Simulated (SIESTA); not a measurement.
Input of a SIESTA 5.4.2 run:

Sn.fdf

```
SystemName                      Sn
SystemLabel                     Sn
NumberOfSpecies                 1
NumberOfAtoms                   2
%block ChemicalSpeciesLabel
  1  50 Sn
%endblock ChemicalSpeciesLabel

LatticeConstant                 1.0 Ang
%block LatticeVectors
     0.0000000000     3.2333428000     3.2333428000
     3.2333428000     0.0000000000     3.2333428000
     3.2333428000     3.2333428000     0.0000000000
%endblock LatticeVectors
AtomicCoordinatesFormat         Fractional
%block AtomicCoordinatesAndAtomicSpecies
     0.7500000000     0.7500000000     0.7500000000  1  Sn
     0.5000000000     0.5000000000     0.5000000000  1  Sn
%endblock AtomicCoordinatesAndAtomicSpecies

%block kgrid.MonkhorstPack
    7   0   0  0.0
    0   7   0  0.0
    0   0   7  0.0
%endblock kgrid.MonkhorstPack
%block XC.Mix
  2
  GGA LIBXC-00-GGA_X_RGE2 1.0 0.0
  GGA LIBXC-00-GGA_C_RGE2 0.0 1.0
%endblock XC.Mix
PAO.BasisSize                   DZP
PAO.EnergyShift                 0.002 Ry
Mesh.Cutoff                     500 Ry
OccupationFunction              FD
ElectronicTemperature           0.05 eV
MaxSCFIterations                120
SCF.MustConverge                false
SCF.Mixer.Method                Pulay
SCF.Mixer.Weight                0.25
SCF.Mixer.History               8
SCF.DM.Tolerance                5.0e-05
SCF.H.Tolerance                 1.0e-03 eV
WriteForces                     true
Charge.Mulliken                 end
BandLinesScale                  ReciprocalLatticeVectors
%block BandLines
    1    0.000000   0.000000   0.000000  \Gamma
   12    0.500000   0.000000   0.500000  X
    6    0.500000   0.250000   0.750000  W
    4    0.375000   0.375000   0.750000  K
   13    0.000000   0.000000   0.000000  \Gamma
   11    0.500000   0.500000   0.500000  L
    8    0.625000   0.250000   0.625000  U
    4    0.500000   0.250000   0.750000  W
    9    0.500000   0.500000   0.500000  L
    8    0.375000   0.375000   0.750000  K
    1    0.625000   0.250000   0.625000  U
    4    0.500000   0.000000   0.500000  X
%endblock BandLines
```

Potentials or basis: PseudoDojo 0.4 standard (PBE files), DZP (energy shift 0.002 Ry).

Launch:

```console
$ siesta Sn.fdf > Sn.out 2>&1
```

(1) What does it give for the pressure?

(2) Estimate the band gap on the k mesh.

## Answers

(1) 3.3 GPa.

(2) none (metal or under the smearing width).

Caveat: semicore shells carry a single zeta, which can move pressures by several GPa and volumes by a few percent; the potentials were made for another functional, which shifts forces and pressure; spin-orbit coupling is left out, which moves the levels of the heavy elements; the basis of atomic orbitals isn't converged, which shifts pressures, moduli and gaps.
